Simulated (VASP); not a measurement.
All values below come from PBEsol GGA, VASP's PBE PAW potentials (set 64) (plane waves; VASP).

The input files of a VASP run:

### INCAR
```
NELM=100
LCHARG=F
LMAXMIX=4   # l cut-off of mixed one-centre charges
CSHIFT=0.1
LASPH=T
GGA=PS   # PBEsol
ISMEAR=0   # Gaussian
ENCUT=400   # plane-wave cut-off (eV)
ALGO=Normal   # blocked Davidson
LOPTICS=T
NEDOS=1001
EDIFF=1E-7   # SCF stop (eV)
LREAL=F   # projection in real space or not
LWAVE=F
NBANDS=36
PREC=Accurate
SYSTEM=CsCl
SIGMA=0.01   # width (eV)
```

KPOINTS:
```
Automatic mesh
0
Gamma
8 8 8
0 0 0
```

File POSCAR:
```
CsCl
1
    4.0730141105     0.0000000000     0.0000000000
    0.0000000000     4.0730141105     0.0000000000
    0.0000000000     0.0000000000     4.0730141105
Cs Cl
1 1
Direct
  0.0000000000   0.0000000000   0.0000000000
  0.5000000000   0.5000000000   0.5000000000
```

POTCAR, in this order: Cs_sv Cl (PBE.64 set). Program: vasp_std.

The run wrote:

OSZICAR:
```
       N       E                     dE             d eps       ncg     rms          rms(c)
DAV:   1     0.673871331789E+02    0.67387E+02   -0.49536E+03  2520   0.315E+02
DAV:   2    -0.386611374195E+01   -0.71253E+02   -0.66446E+02  3152   0.878E+01
DAV:   3    -0.718143784589E+01   -0.33153E+01   -0.32829E+01  3060   0.179E+01
DAV:   4    -0.719697970315E+01   -0.15542E-01   -0.15540E-01  3036   0.132E+00
DAV:   5    -0.719707145896E+01   -0.91756E-04   -0.91755E-04  3008   0.977E-02    0.212E+00
DAV:   6    -0.688770912339E+01    0.30936E+00   -0.66206E-02  3028   0.143E+00    0.132E+00
DAV:   7    -0.684860030491E+01    0.39109E-01   -0.44174E-02  3080   0.776E-01    0.981E-01
DAV:   8    -0.684706276558E+01    0.15375E-02   -0.12640E-02  2900   0.382E-01    0.401E-01
DAV:   9    -0.684621604100E+01    0.84672E-03   -0.90584E-04  2904   0.105E-01    0.145E-01
DAV:  10    -0.684634581653E+01   -0.12978E-03   -0.38169E-04  2976   0.623E-02    0.568E-02
DAV:  11    -0.684632101199E+01    0.24805E-04   -0.19210E-05  2864   0.177E-02    0.104E-02
DAV:  12    -0.684632263237E+01   -0.16204E-05   -0.36446E-06  2948   0.654E-03    0.314E-03
DAV:  13    -0.684632246411E+01    0.16826E-06   -0.14156E-07  3008   0.136E-03    0.120E-03
DAV:  14    -0.684632245703E+01    0.70843E-08   -0.29331E-08  2512   0.559E-04
   1 F= -.68463225E+01 E0= -.68463225E+01  d E =-.214234E-31
 imaginary and real dielectric function
```

### OUTCAR
```
------------------------ aborting loop because EDIFF is reached ----------------------------------------
  FORCE on cell =-STRESS in cart. coord.  units (eV):
  Direction    XX          YY          ZZ          XY          YZ          ZX
  --------------------------------------------------------------------------------------
  Total       -0.0048801     -0.0048801     -0.0048801      0.0000000      0.0000000     -0.0000000
  in kB       -0.1157153     -0.1157153     -0.1157153      0.0000000      0.0000000     -0.0000000
  external PRESSURE =      -0.1157153 kB  Pullay stress =       0.0000000 kB
  volume of cell :       67.57
      direct lattice vectors                 reciprocal lattice vectors
     4.073014110  0.000000000  0.000000000     0.245518423  0.000000000  0.000000000
     0.000000000  4.073014110  0.000000000     0.000000000  0.245518423  0.000000000
     0.000000000  0.000000000  4.073014110     0.000000000  0.000000000  0.245518423
 POSITION                                       TOTAL-FORCE (eV/Angst)
 -----------------------------------------------------------------------------------
      0.00000      0.00000      0.00000         0.000000      0.000000      0.000000
      2.03651      2.03651      2.03651         0.000000      0.000000      0.000000
 -----------------------------------------------------------------------------------
    total drift:                               -0.000000      0.000000      0.000000
  FREE ENERGIE OF THE ION-ELECTRON SYSTEM (eV)
  ---------------------------------------------------
  free  energy   TOTEN  =        -6.8463224570 eV

  energy  without entropy=       -6.8463224570  energy(sigma->0) =       -6.84632246

 plasma frequency squared (from intraband transitions) (eV^2)
  --------------------------------------------------------------------------------------
       0.000      -0.000      -0.000
      -0.000       0.000      -0.000
       0.000      -0.000       0.000

 plasma frequency squared (from interband transitions, int dw w eps(2)(w)) (eV^2)
  --------------------------------------------------------------------------------------
     307.299       0.000      -0.000      -0.000      -0.000       0.000
      -0.000       0.000     307.299       0.000      -0.000       0.000
      -0.000      -0.000      -0.000      -0.000     307.299       0.000
```
(Selected blocks of OUTCAR.)

The compound is CsCl in the CsCl type structure. It was relaxed first.
